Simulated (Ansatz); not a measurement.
Input and command of a calculation in Ansatz (plane waves; scalar-relativistic PAW potentials unless the input names others):

```yaml
crystal:
  lattice:
    - [4.782618521, 0.0, 0.0]
    - [-2.3913092605, 4.1418691358, 0.0]
    - [0.0, 0.0, 4.965227038]
  atoms:
    - { symbol: Co, position: [0.0, 0.5, 0.0] }
    - { symbol: Co, position: [0.5, 0.5, 0.0] }
    - { symbol: Co, position: [0.5, 0.0, 0.0] }
    - { symbol: Sn, position: [0.6666666667, 0.3333333333, 0.5] }
    - { symbol: Sn, position: [0.3333333333, 0.6666666667, 0.5] }
    - { symbol: Sn, position: [0.0, 0.0, 0.0] }
basis:
  ecutwfc: 420
kpoints:
  mp_grid: { grid: [12, 12, 12] }
hamiltonian:
  xc: pbesol
scf:
  occupations: { method: gaussian, width: 0.15 }
  initial_density: { chi_scale: 0.0 }
output:
  forces: true
  eigenvalues: true
  stress: true
```

```bash
ansatz run input.yaml --threads 1 --pin off --max-ram 2560MiB --backend cpu --events-out ev --progress --plain --runs-dir out
```

Abridged log:
```
Pseudopotentials: kind: paw
Pseudopotential: Co, paw, valence charge 17, recommended cutoff 420 eV (normal)
Pseudopotential: Sn, paw, valence charge 14, recommended cutoff 420 eV (normal)
Functional definition: PBEsol
Crystal: 6 atoms, lattice volume = 98.356 Å³
Basis set: ecut = 420 eV, 1895 PW (Γ), exchange–correlation on 64×64×72 points (8 copies of the dense FFT grid, shifted against one another)
Bands: 56, of which v1, the nominal top of the filled ones, is band 47 counted from 1 (46 counted from 0)
Symmetry: 24 space group operations
Space group: P6/mmm (ITA 191), of the structure as read, at distance tolerance 4.6e-5 Å
k-points: 133 of 1728
Initial density: superposition of atomic densities (chi_scale 0, normalization cell)
Initial wavefunctions: pseudopotential atomic-orbital guess
Functional: x = pbesol(κ = 0.804, μ = 0.12345679), c = pbesol(β = 0.046)
SCF iter   1: F=—  HF=-33134.274822 eV  |F-HF|=—  |Δ(HF+E_count)|=         —  Δρ=2.03e-1  dr2=6.10e1  ethr=3.10e-3  ⟨swp⟩=6.3  Hψ=28357  notcnv=0  defer=32
SCF iter   2: F=—  HF=-33129.631735 eV  |F-HF|=—  |Δ(HF+E_count)|=    4.64e0  Δρ=7.86e-2  dr2=1.76e1  ethr=3.10e-3  ⟨swp⟩=3.0  Hψ=12253  notcnv=0  defer=394
SCF iter   3: F=—  HF=-33126.983780 eV  |F-HF|=—  |Δ(HF+E_count)|=    2.65e0  Δρ=2.95e-2  dr2=2.61e0  ethr=3.10e-3  ⟨swp⟩=2.6  Hψ=11902  notcnv=0  defer=387
SCF iter   4: F=—  HF=-33126.624494 eV  |F-HF|=—  |Δ(HF+E_count)|=   3.59e-1  Δρ=1.54e-2  dr2=1.90e-1  ethr=2.81e-3  ⟨swp⟩=2.2  Hψ=9583  notcnv=0  defer=351
SCF iter   5: F=—  HF=-33126.594300 eV  |F-HF|=—  |Δ(HF+E_count)|=   3.02e-2  Δρ=1.20e-2  dr2=9.05e-2  ethr=2.04e-4  ⟨swp⟩=2.1  Hψ=9697  notcnv=0  defer=341
SCF iter   6: F=—  HF=-33126.581439 eV  |F-HF|=—  |Δ(HF+E_count)|=   1.29e-2  Δρ=4.25e-3  dr2=1.73e-2  ethr=9.73e-5  ⟨swp⟩=1.0  Hψ=7107  notcnv=0  defer=341
SCF iter   7: F=—  HF=-33126.579776 eV  |F-HF|=—  |Δ(HF+E_count)|=   1.66e-3  Δρ=2.89e-3  dr2=5.05e-3  ethr=1.86e-5  ⟨swp⟩=1.8  Hψ=7980  notcnv=0  defer=341
SCF iter   8: F=—  HF=-33126.578937 eV  |F-HF|=—  |Δ(HF+E_count)|=   8.39e-4  Δρ=1.09e-3  dr2=1.15e-3  ethr=5.43e-6  ⟨swp⟩=1.2  Hψ=7460  notcnv=0  defer=338
SCF iter   9: F=—  HF=-33126.578931 eV  |F-HF|=—  |Δ(HF+E_count)|=   6.40e-6  Δρ=5.29e-4  dr2=1.70e-4  ethr=1.23e-6  ⟨swp⟩=2.0  Hψ=9001  notcnv=0  defer=333
SCF iter  10: F=—  HF=-33126.578934 eV  |F-HF|=—  |Δ(HF+E_count)|=   3.04e-6  Δρ=1.30e-4  dr2=1.28e-5  ethr=1.83e-7  ⟨swp⟩=1.3  Hψ=7599  notcnv=0  defer=330
SCF iter  11: F=—  HF=-33126.578922 eV  |F-HF|=—  |Δ(HF+E_count)|=   1.22e-5  Δρ=4.56e-5  dr2=2.04e-6  ethr=1.37e-8  ⟨swp⟩=2.0  Hψ=9159  notcnv=0  defer=330
SCF iter  12: F=—  HF=-33126.578922 eV  |F-HF|=—  |Δ(HF+E_count)|=   8.44e-8  Δρ=1.69e-5  dr2=3.04e-7  ethr=2.20e-9  ⟨swp⟩=2.2  Hψ=10863  notcnv=0  defer=330
SCF iter  13: F=-33126.578921 eV  HF=-33126.578921 eV  |F-HF|=1.46e-8  |Δ(HF+E_count)|=   5.33e-8  Δρ=4.44e-6  dr2=2.05e-8  ethr=1.08e-10  ⟨swp⟩=11.6  Hψ=32505  notcnv=0
SCF 1 converged in 13 iterations: F = -33126.578921 eV  dr2 = 2.05e-8
SCF converged after 13 iterations
Free energy (F): -33126.578921 eV
Harris-Foulkes:  -33126.578921 eV  (|F-HF|=1.46e-8)
Internal energy: -33126.426123 eV  (E = F + TS)
E sigma→0 (E₀):  -33126.502522 eV
Entropy (-TS):   -0.152799 eV (-25.466 meV/atom)
Fermi energy:    15.350942 eV
--- Forces (eV/Å), atoms counted from 1 ---
  atom   1  Co     0.00000000     0.00000000     0.00000000
  atom   2  Co     0.00000000     0.00000000     0.00000000
  atom   3  Co     0.00000000     0.00000000     0.00000000
  atom   4  Sn     0.00000000     0.00000000     0.00000000
  atom   5  Sn     0.00000000     0.00000000     0.00000000
  atom   6  Sn     0.00000000     0.00000000     0.00000000
--- Stress (GPa, compression-positive) ---
       27.021127       0.000000       0.000000
        0.000000      27.021127       0.000000
        0.000000       0.000000     -16.776631
  P = ⅓ Tr σ = 12.4219 GPa (124.219 kbar)
```

Apart from outputs and empty bands, the input differs from a reference run on usual settings in scf.initial_density.chi_scale: not typed → 0.0. The reference, at the same geometry (not necessarily relaxed), gave pressure 12.42 GPa, largest force 0.000 eV/Å, no gap on the mesh. This run converged in 13 SCF iterations (reference: 8) with an energy at zero smearing within 0.01 meV/atom of the reference's, pressure 12.42 GPa, largest force 0.000 eV/Å, no gap on the mesh.

Time: 26 s on 1 thread of Intel(R) Xeon(R) 6975P-C (Granite Rapids) (shared host), peak memory 0.76 GiB.